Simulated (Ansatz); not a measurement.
**Sb: what relativity and spin–orbit coupling change**

```
CELL_PARAMETERS angstrom
3.36900 0.00000 0.00000
-1.68450 2.91764 0.00000
0.00000 0.00000 5.33000
ATOMIC_POSITIONS crystal
Sb 0.33333 0.66667 0.25000
Sb 0.66667 0.33333 0.75000
```

Atoms are numbered in the order listed.

Conventional cell: a = 3.369 Å, b = 3.369 Å, c = 5.330 Å, α = 90.00°, β = 90.00°, γ = 120.00°. Sb (atom 1) has 12 Sb at 3.30 to 3.37 Å as nearest neighbours.

The cell is COD entry 1539203, as deposited and not checked against the literature; nothing was relaxed.

One fixed cell is solved with PBE by PAW with the default files in Ansatz 0.2.0 under different relativistic treatments. Pressure is positive in compression.

The runs use a Γ-centred 12×12×7 k mesh, Fermi–Dirac smearing of 0.05 eV, cutoff 420 eV, no spin polarisation.

```csv
setting,P (GPa),"lowest level at Γ above −25 eV, from the valence-band top or, without a gap, the Fermi level (eV)"
scalar-relativistic,?,-13.18
with spin–orbit coupling,?,-13.14
```

Question: What belongs in the row "with spin–orbit coupling", column "P (GPa)"?

Answer: 3.13.

Question: Fill in "P (GPa)" for the row "scalar-relativistic".

Answer: 3.03.
